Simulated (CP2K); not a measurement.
Runs of CP2K 2026.2 on Ge. The structure is cubic, space group Fd-3m (No. 227). The conventional cell has a = 5.658 Å, b = 5.658 Å, c = 5.658 Å, α = 90.00°, β = 90.00°, γ = 90.00°. Around Ge (site symmetry -43m) lie 4 Ge at 2.45 Å. 

```tsv
task	level	potentials or basis	cell	smearing	EPS_DEFAULT	k points reduced by the point group	NGRIDS	basis sets	potentials	gap on the mesh (eV)	pressure (GPa)	V0 of scaled cells (Å³/atom)	relaxed volume (Å³/atom)	B0 (GPa)
equation of state	r2SCAN	POTENTIAL_UZH Ge GTH-SCAN-q4; TZVP-MOLOPT-SCAN-GTH basis	as given	fermi-dirac 0.05 eV	1.0E-10	yes	4	Ge TZVP-MOLOPT-SCAN-GTH-q4	Ge GTH-SCAN-q4 of POTENTIAL_UZH	-	-	21.69	-	78
relaxation of cell and atoms	RPBE+D3(BJ)	POTENTIAL_UZH Ge GTH-PBE-q4; TZVP-MOLOPT-PBE-GTH basis	relaxed	fermi-dirac 0.05 eV	1.0E-10	-	5	Ge TZVP-MOLOPT-PBE-GTH-q4	Ge GTH-PBE-q4 of POTENTIAL_UZH	0.39	0.0	-	(a)	-
equation of state	LDA	GTH_POTENTIALS Ge GTH-PADE-q4; TZVP-MOLOPT-PBE-GTH basis	as given	fermi-dirac 0.01 eV	1.0E-9	yes	4	Ge TZVP-MOLOPT-PBE-GTH-q4	Ge GTH-PADE-q4 of GTH_POTENTIALS	-	-	21.72	-	74
relaxation of cell and atoms	RPBE+D4	POTENTIAL_UZH Ge GTH-PBE-q4; TZVP-MOLOPT-PBE-GTH basis	relaxed	fermi-dirac 0.05 eV	1.0E-10	-	5	Ge TZVP-MOLOPT-PBE-GTH-q4	Ge GTH-PBE-q4 of POTENTIAL_UZH	(b)	0.0	-	22.45	-
```

Alike in all rows: no spin polarisation; k mesh 8 × 8 × 8.

Problem. Fill in the values left out.

Solution. (a) 20.88; (b) 0.11.

Caveats: the basis of atomic orbitals isn't converged, which shifts pressures, moduli and gaps; the potentials were made for another functional, which shifts forces and pressure (some runs); the real-space grid breaks the cell's symmetry a little (some runs).

A k mesh can miss the band edges, and the runs leave out spin-orbit coupling on Ge.
